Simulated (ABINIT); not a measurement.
Input of an ABINIT 10.8.3 (patched build) run:

The input run.abi:

```
ndtset 2

pp_dirpath "./"
pseudos "Ti.GGA_PBE-JTH.xml, B.GGA_PBE-JTH.xml"

acell 3.0292 3.0292 3.2284 Angstrom
rprim
     1.0000000000     0.0000000000     0.0000000000
    -0.5000000000     0.8660254038     0.0000000000
     0.0000000000     0.0000000000     1.0000000000
ntypat 2
znucl 22 5
natom 3
typat 1 2 2
xcart
     0.0000000000     0.0000000000     0.0000000000
     2.8621791886     1.6524799247     3.0503959104
    -0.0000000003     3.3049598498     3.0503959104

ecut 15.0
pawecutdg 30.0

ixc 15

occopt 3
tsmear 0.00183747

nstep 100

iomode 3
prtwf 0
prteig 0
prtebands 0
enunit 1
prtden1 1
prtvha1 1
prtvclmb1 1
prtpot1 1

kptopt1 1
ngkpt1 10 10 8
nshiftk1 1
shiftk1 0.0 0.0 0.0
nband1 13
tolvrs1 1.0e-9

iscf2 -2
getden2 1
nband2 17
nbdbuf2 2
tolwfr2 1.0e-12
kptopt2 -7
ndivsm2 5
prteig2 1
kptbounds2
     0.0000000000     0.0000000000     0.0000000000
     0.5000000000     0.0000000000     0.0000000000
     0.3333333333     0.3333333333     0.0000000000
     0.0000000000     0.0000000000     0.0000000000
     0.0000000000     0.0000000000     0.5000000000
     0.5000000000     0.0000000000     0.5000000000
     0.3333333333     0.3333333333     0.5000000000
     0.0000000000     0.0000000000     0.5000000000
```

Potentials or basis: JTH PAW PBE v2.0.

Command:

```console
$ abinit run.abi > log 2>&1
```

What does it give for the band gap on the k mesh?

None (metal or under the smearing width).

What does it give for the pressure?

5.2 GPa.

Stress tensor (GPa, compression positive):
```
5.46 0.00 0.00
0.00 5.46 0.00
0.00 0.00 4.70
```

Caveat: the PAW data sets were made with another functional, which shifts forces and pressure a little; the atomic spheres overlap.
